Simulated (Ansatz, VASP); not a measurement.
## Be in VASP and in Ansatz

File INCAR:

```
ALGO = Normal ; EDIFF = 1E-7
ENCUT = 520 ; GGA = RP
ISIF = 2 ; ISMEAR = -1
LASPH = True ; LCHARG = True
LELF = True ; LREAL = False
LVHAR = True ; LWAVE = False
NBANDS = 10 ; NELM = 60
PREC = Accurate ; SIGMA = 0.1
```

Contents of KPOINTS:

```
k-points
0
Gamma
  11 11 16
```

Contents of POSCAR:

```
Be
1.0
    3.6466619768      0.0000000000      0.0000000000
   -1.8233309884      3.1581019109      0.0000000000
    0.0000000000      0.0000000000      2.2456673723
Be
3
Direct
    0.0000000000      0.0000000000      0.0000000000
    0.3333333333      0.6666666667      0.5000000000
    0.6666666667      0.3333333333      0.5000000000
```

Input for Ansatz:

```yaml
crystal:
  lattice:
    - [3.6466619768, 0.0, 0.0]
    - [-1.8233309884, 3.1581019109, 0.0]
    - [0.0, 0.0, 2.2456673723]
  atoms:
    - { symbol: Be, position: [0.0, 0.0, 0.0] }
    - { symbol: Be, position: [0.3333333333, 0.6666666667, 0.5] }
    - { symbol: Be, position: [0.6666666667, 0.3333333333, 0.5] }
hamiltonian:
  xc: rpbe
  pseudopotentials:
    kind: paw
    azcp:
      Be: "pseudopotentials/Be.paw.azcp"
basis:
  ecutwfc: 420
  fft_grid_basis: typed
kpoints:
  mp_grid: { grid: [11, 11, 16], shift: [0, 0, 0] }
magnetization:
  spin_polarized: false
scf:
  occupations: { method: fermi_dirac, width: 0.1 }
  lower_state_search: "off"
output:
  stress: true
  write_density: true
  write_potential: true
  elf: true
  volumetric_format: npy
```

Alike in both runs: task single point; functional RPBE; k mesh 11 × 11 × 16; occupations fermi-dirac, width 0.1 eV; no spin polarisation.

|  | VASP | Ansatz |
| --- | --- | --- |
| version | VASP 6.6.1 | Ansatz 0.2.0 |
| potentials or method | VASP PAW PBE potentials, release 64 (Be) | plane waves (420 eV) with PAW, scalar-relativistic |
| plane-wave cutoff (eV) | 520 | 420 |
| valence electrons in the cell | 6 | 6 |

```tsv
	VASP	Ansatz	Ansatz less VASP
pressure (GPa)	-4.0	-4.0	+0.01
largest component of the traceless stress (GPa)	1.30	1.33	+0.036
```

With one functional, cell and mesh, what is left measures potentials, basis and numerics.

Caveats: the PAW data sets were made with another functional, which shifts forces and pressure a little (VASP).
